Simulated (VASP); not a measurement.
Input of a VASP 6.6.1 run:

File INCAR:

```
SYSTEM = Si
PREC     = Accurate       ! precision mode
ENCUT    = 600            ! plane-wave cutoff, eV
EDIFF    = 1E-7           ! SCF threshold, eV
ISMEAR   = 0              ! smearing method
SIGMA    = 0.02           ! smearing width, eV
LREAL    = .FALSE.        ! projectors in reciprocal space
LASPH    = .TRUE.         ! aspherical terms in the spheres
NELM     = 100            ! most SCF steps
ALGO     = Normal         ! electronic algorithm
ISIF     = 3              ! what is computed and relaxed
LWAVE    = .FALSE.        ! write WAVECAR
LCHARG   = .FALSE.        ! write CHGCAR
GGA      = PE             ! functional
IVDW     = 12             ! dispersion correction
IBRION   = 2              ! ionic algorithm
NSW      = 100            ! ionic steps
EDIFFG   = -0.002         ! ionic threshold
PSTRESS  = 77.5
```

File KPOINTS:

```
Automatic mesh
0
G
  12 12 12
  0 0 0
```

File POSCAR:

```
Si
1.0
    0.0000000000      2.6469578613      2.6469578613
    2.6469578613      0.0000000000      2.6469578613
    2.6469578613      2.6469578613      0.0000000000
Si
2
Direct
    0.7500000000      0.7500000000      0.7500000000
    0.5000000000      0.5000000000      0.5000000000
```

Potentials or basis: VASP PAW PBE potentials, release 64 (Si).

Command:

```sh
$ cat potpaw_PBE.64/Si/POTCAR > POTCAR
$ mpirun -np 1 vasp_std > vasp.out
```

(1) Estimate the dispersion energy per atom.

(2) What does it give for the space group after relaxing (to 0.05 Å)?

## Answers

(1) -0.340 eV.

(2) Fd-3m (No. 227).

Caveat: the cell is relaxed towards a set pressure, so the enthalpy falls and the energy may rise.
